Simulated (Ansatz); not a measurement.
## Ir (Fm-3m) under several functionals

**The experiment to reproduce.**

From “Phase stability and electronic structure of iridium metal at the megabar range”, 2019, pmc:6586894, for a powder of Ir: lattice constant a 3.837 ± 0.001 Å.

Plane-wave DFT in Ansatz with scalar-relativistic PAW potentials. The same structure was relaxed (cell and atoms, symmetry kept) in separate runs at each level. No spin polarisation.

| level | cutoff (eV) | k mesh | V (Å³/atom) | a (Å) |
| --- | --- | --- | --- | --- |
| PBE+D3(BJ) | 420 | 18×18×18 | 14.161 | 3.840 |
| r2SCAN | 500 | 18×18×18 | 14.202 | 3.844 |
| PBE | 420 | 18×18×18 | 14.497 | 3.871 |

**Question.** Where does PBEsol (420 eV, k mesh 18×18×18) fall?

**Answer.** V (Å³/atom) 14.047, a (Å) 3.830. Its volume is the smallest of the set. The usual order of volumes, PBEsol < PBE, holds here (14.047, 14.497 Å³/atom). As a rule PBEsol, built on the gradient expansion of slowly varying densities, lies between LDA and PBE; PBE's stronger gradient term for exchange weakens bonds. Adding D3 to PBE changes the volume by -2.3 %; the term is attractive, so it pulls cells in. In metals the pairwise form ignores screening by the conduction electrons and often pulls in too far. r2SCAN lies 2.0 % under PBE in volume.

For PBE: Against the measured lattice constant a of Ir, 3.837 Å (powder; “Phase stability and electronic structure of iridium metal at the megabar range”, 2019, pmc:6586894), the calculated 3.871 Å is off by +0.9 %. 2 values of this kind are on record in papers (3.837 to 3.838 Å); this one was drawn at random among those near their median, those with a stated uncertainty first. The calculations are for 0 K without zero-point motion.

Spin–orbit coupling is left out, which can shift energies with elements as heavy as these.